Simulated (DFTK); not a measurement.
# BP (F-43m) in DFTK: reference runs

How does BP come out in PBEsol? The cell is run as given.

Program: DFTK 0.8.2. These are calculated values, not measurements. Logs are shortened: lines on timing, memory, paths and dates and some standing lists are left out, and cuts for length are marked.

## Step 1: Starting point

It takes space group F-43m (No. 216, cubic). Conventional cell: a = 4.538 Å, b = 4.538 Å, c = 4.538 Å, α = 90.00°, β = 90.00°, γ = 90.00°. P (site symmetry -43m) is surrounded by 4 B at 1.97 Å. B (site symmetry -43m) has 4 P at 1.97 Å as nearest neighbours.

## Step 2: Single point, PBEsol

Contents of run.jl:

```julia
using DFTK
using PseudoPotentialData
using Unitful, UnitfulAtomic
using LinearAlgebra, Printf
include("save.jl")
disable_threading()

# lattice vectors are the columns
lattice = austrip(1u"Å") * [           0.0          2.269          2.269;
                    2.269            0.0          2.269;
                    2.269          2.269            0.0]
symbols   = [:P, :B]
positions = [[0.75, 0.75, 0.75],
             [0.0, 0.0, 0.0]]
pseudopotentials = PseudoFamily("dojo.nc.sr.pbesol.v0_4_1.standard.upf")
elements = Dict(s => ElementPsp(s, pseudopotentials) for s in unique(symbols))
atoms    = [elements[s] for s in symbols]

build_model(lattice, positions; symmetries=true) =
    model_DFT(lattice, atoms, positions;
              functionals=PBEsol(),
              temperature=austrip(0.05u"eV"),
              smearing=Smearing.FermiDirac(),
              symmetries)
Ecut  = 38.0  # hartree
kgrid = [10, 10, 10]
tol   = 1e-6
to_GPa = ustrip(uconvert(u"GPa", 1u"hartree/bohr^3"))

model = build_model(lattice, positions)
basis = PlaneWaveBasis(model; Ecut, kgrid)
display(basis)
scfres = self_consistent_field(basis;
                               tol,
                               nbandsalg=AdaptiveBands(model; n_bands_converge=9))
display(scfres.energies)
@printf "Fermi level: %.6f eV\n" ustrip(auconvert(u"eV", something(scfres.εF, NaN)))
forces = compute_forces_cart(scfres)
println("Forces (eV/Å)")
for (s, f) in zip(symbols, forces)
    @printf "%-3s %12.6f %12.6f %12.6f\n" s ustrip.(auconvert.(u"eV/Å", f))...
end
stress = compute_stresses_cart(scfres)
println("Stress (GPa)")
display(round.(stress * to_GPa; digits=4))
println("Levels at the first k-point (eV): ", round.(ustrip.(auconvert.(u"eV", scfres.eigenvalues[1][1:scfres.n_bands_converge])); digits=4))
save_scf!(scfres; forces, stress)
```

Potentials or basis: dojo.nc.sr.pbesol.v0_4_1.standard.upf (PBEsol).

The run is started by

```bash
$ julia --threads=1 run.jl  # save.jl only writes the numbers to a file and isn't shown; printed stress counts tension as positive; times include loading and compiling
```

The program printed:

```text
PlaneWaveBasis discretization:

    Ecut                 : 38.0 Ha
    fft_size             : (36, 36, 36), 46656 total points
    kgrid                : MonkhorstPack([10, 10, 10])
    num.   red. kpoints  : 1000
    num. irred. kpoints  : 73

    Discretized Model(gga_x_pbe_sol+gga_c_pbe_sol, 3D):
        lattice (in Bohr)    : [0         , 4.28779   , 4.28779   ]
                               [4.28779   , 0         , 4.28779   ]
                               [4.28779   , 4.28779   , 0         ]
        unit cell volume     : 157.66 Bohr³

        atoms                : BP
        pseudopot. family    : PseudoFamily("dojo.nc.sr.pbesol.v0_4_1.standard.upf")

        num. electrons       : 8
        spin polarization    : none
        temperature          : 0.0018375 Ha
        smearing             : DFTK.Smearing.FermiDirac()

        terms                : Kinetic()
                               AtomicLocal()
                               AtomicNonlocal()
                               Ewald(nothing)
                               PspCorrection()
                               Hartree()
                               Xc(gga_x_pbe_sol, gga_c_pbe_sol)
                               Entropy()
n     Energy            log10(ΔE)   log10(Δρ)   Diag   Δtime
---   ---------------   ---------   ---------   ----   ------
  1   -9.867298231962                   -0.77    4.6    7.85s
  2   -9.889473140574       -1.65       -1.48    2.0    5.24s
  3   -9.890098440969       -3.20       -2.22    2.4    5.53s
  4   -9.890111957917       -4.87       -3.09    2.1    4.87s
  5   -9.890112649065       -6.16       -3.81    3.3    6.04s
  6   -9.890112657050       -8.10       -4.54    2.4    5.11s
  7   -9.890112657988       -9.03       -5.19    2.7    5.63s
  8   -9.890112658010      -10.66       -6.02    2.3    4.92s
Energy breakdown (in Ha):
    Kinetic             4.6261916
    AtomicLocal         -2.9581191
    AtomicNonlocal      1.0828788
    Ewald               -10.4916198
    PspCorrection       0.5334796
    Hartree             0.6183404
    Xc                  -3.3012642
    Entropy             -0.0000000

    total               -9.890112658010
Fermi level: 7.959895 eV
Forces (eV/Å)
P      -0.000000    -0.000000    -0.000000
B       0.000000     0.000000     0.000000
Stress (GPa)
3×3 StaticArraysCore.SMatrix{3, 3, Float64, 9} with indices SOneTo(3)×SOneTo(3):
 1.9078  0.0     0.0
 0.0     1.9078  0.0
 0.0     0.0     1.9078
Levels at the first k-point (eV): [-8.1045, 7.3911, 7.3911, 7.3911, 10.7511, 10.7511, 10.7511, 14.7173, 18.647]
```

It took 2.2 min on 1 thread of Intel Xeon Platinum 8259CL at 2.50GHz (Skylake/Cascade Lake), shared host; peak memory 1.7 GiB.

Results:

| Quantity | Value |
| --- | --- |
| Free energy | -269.1237 eV |
| Pressure | -1.9 GPa |
| Band gap on the k mesh | 1.14 eV, indirect (least direct gap 3.36 eV) |

A k mesh can miss the band edges.
